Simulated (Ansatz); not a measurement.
(012) slab cut from the bulk of PtSe2, P-3m1 (No. 164); the slab's formula is PtSe2:

```xyz
18
Lattice="3.7607 0.0000 0.0000 0.0000 8.1290 0.0000 0.0000 0.0000 25.4751" Properties=species:S:1:pos:R:3 pbc="T T T"
Se    0.0000    3.8909    7.5000
Pt    1.8804    5.5193    7.8663
Se    0.0000    7.1476    8.2327
Se    1.8804    1.2812    9.4485
Pt    0.0000    2.9096    9.8148
Se    1.8804    4.5379   10.1812
Se    0.0000    6.8005   11.3970
Pt    1.8804    0.2998   11.7633
Se    0.0000    1.9282   12.1297
Se    1.8804    4.1907   13.3454
Pt    0.0000    5.8191   13.7118
Se    1.8804    7.4475   14.0781
Se    0.0000    1.5810   15.2939
Pt    1.8804    3.2094   15.6603
Se    0.0000    4.8377   16.0266
Se    1.8804    7.1003   17.2424
Pt    0.0000    0.5996   17.6088
Se    1.8804    2.2280   17.9751
```

Computed with Ansatz 0.2.0, DFT PBEsol, scalar-relativistic, plane waves, PAW. Settings: cutoff 420 eV, Γ-centred mesh 9×5×1 on the computed 18-atom cell, Gaussian smearing of 0.10 eV; no spin polarisation. The cell repeats along c with a dipole correction in the vacuum.

Q: What forces act on the atoms?

A:
```json
{"atom": "Se1", "Fx (eV/Å)": "0.000", "Fy (eV/Å)": "0.308", "Fz (eV/Å)": "-0.298"}
{"atom": "Pt2", "Fx (eV/Å)": "0.000", "Fy (eV/Å)": "0.314", "Fz (eV/Å)": "1.160"}
{"atom": "Se3", "Fx (eV/Å)": "0.000", "Fy (eV/Å)": "-0.931", "Fz (eV/Å)": "-0.530"}
{"atom": "Se4", "Fx (eV/Å)": "0.000", "Fy (eV/Å)": "0.044", "Fz (eV/Å)": "-0.213"}
{"atom": "Pt5", "Fx (eV/Å)": "0.000", "Fy (eV/Å)": "0.354", "Fz (eV/Å)": "0.198"}
{"atom": "Se6", "Fx (eV/Å)": "0.000", "Fy (eV/Å)": "-0.129", "Fz (eV/Å)": "-0.143"}
{"atom": "Se7", "Fx (eV/Å)": "0.000", "Fy (eV/Å)": "0.076", "Fz (eV/Å)": "0.029"}
{"atom": "Pt8", "Fx (eV/Å)": "0.000", "Fy (eV/Å)": "-0.015", "Fz (eV/Å)": "-0.106"}
{"atom": "Se9", "Fx (eV/Å)": "0.000", "Fy (eV/Å)": "-0.276", "Fz (eV/Å)": "0.228"}
{"atom": "Se10", "Fx (eV/Å)": "0.000", "Fy (eV/Å)": "0.276", "Fz (eV/Å)": "-0.228"}
{"atom": "Pt11", "Fx (eV/Å)": "0.000", "Fy (eV/Å)": "0.015", "Fz (eV/Å)": "0.106"}
{"atom": "Se12", "Fx (eV/Å)": "0.000", "Fy (eV/Å)": "-0.076", "Fz (eV/Å)": "-0.029"}
{"atom": "Se13", "Fx (eV/Å)": "0.000", "Fy (eV/Å)": "0.129", "Fz (eV/Å)": "0.143"}
{"atom": "Pt14", "Fx (eV/Å)": "0.000", "Fy (eV/Å)": "-0.354", "Fz (eV/Å)": "-0.198"}
{"atom": "Se15", "Fx (eV/Å)": "0.000", "Fy (eV/Å)": "-0.044", "Fz (eV/Å)": "0.213"}
{"atom": "Se16", "Fx (eV/Å)": "0.000", "Fy (eV/Å)": "0.931", "Fz (eV/Å)": "0.530"}
{"atom": "Pt17", "Fx (eV/Å)": "0.000", "Fy (eV/Å)": "-0.314", "Fz (eV/Å)": "-1.160"}
{"atom": "Se18", "Fx (eV/Å)": "0.000", "Fy (eV/Å)": "-0.308", "Fz (eV/Å)": "0.298"}
```

Spin–orbit coupling is left out, which can shift energies with elements as heavy as these.

Cost: 1 run of about 11 core-minutes, on Intel Xeon Processor @ 2.50GHz (Skylake/Cascade Lake) (shared hosts).